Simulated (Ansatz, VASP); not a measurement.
## Sc: VASP beside Ansatz

INCAR

```
PREC = Accurate
ENCUT = 520
EDIFF = 1E-7
ISMEAR = -1
SIGMA = 0.05
LREAL = F
LASPH = T
NELM = 80
ALGO = Normal
ISIF = 2
LWAVE = F
LCHARG = F
GGA = PE
NBANDS = 12
```

The input KPOINTS:

```
Automatic mesh
0
Gamma
  10 10 10
```

The input POSCAR:

```
Sc
1.0
    3.2019616822      0.0000000000      0.0000000000
    1.5021078373      2.8441406042      0.0000000000
    1.5489936237      0.9264468030      2.6741812389
Sc
1
Direct
    0.0000000000      0.0000000000      0.0000000000
```

File input.yaml:

```yaml
crystal:
  lattice:
    - [3.2019616822, 0.0, 0.0]
    - [1.5021078373, 2.8441406042, 0.0]
    - [1.5489936237, 0.926446803, 2.6741812389]
  atoms:
    - { symbol: Sc, position: [0.0, 0.0, 0.0] }
hamiltonian:
  xc: pbe
  pseudopotentials: { kind: paw }
kpoints:
  mp_grid: { grid: [10, 10, 10] }
scf:
  occupations: { method: fermi_dirac, width: 0.05 }
output:
  forces: true
  stress: true
  eigenvalues: true
```

This isn't the form of Sc at room conditions, which is hcp.

Alike in both runs: task single point; functional PBE; k mesh 10 × 10 × 10; occupations fermi-dirac, width 0.05 eV; no spin polarisation.

|  | VASP | Ansatz |
| --- | --- | --- |
| version | VASP 6.6.1 | Ansatz 0.2.0 |
| potentials or method | VASP PAW PBE potentials, release 64 (Sc_sv) | Ansatz PAW |
| plane-wave cutoff (eV) | 520 | 420 |
| valence electrons in the cell | 11 | 11 |

Ansatz gave:

```
gap on the k mesh at the Fermi level (eV)       : none
pressure (GPa)                                  : 0.7
largest component of the traceless stress (GPa) : 0.99
```

Task: Estimate VASP's values.

Result: gap on the k mesh at the Fermi level (eV): none; pressure (GPa): 0.8; largest component of the traceless stress (GPa): 0.99.

A gap of «none» marks a metal or a gap that the smearing closes.
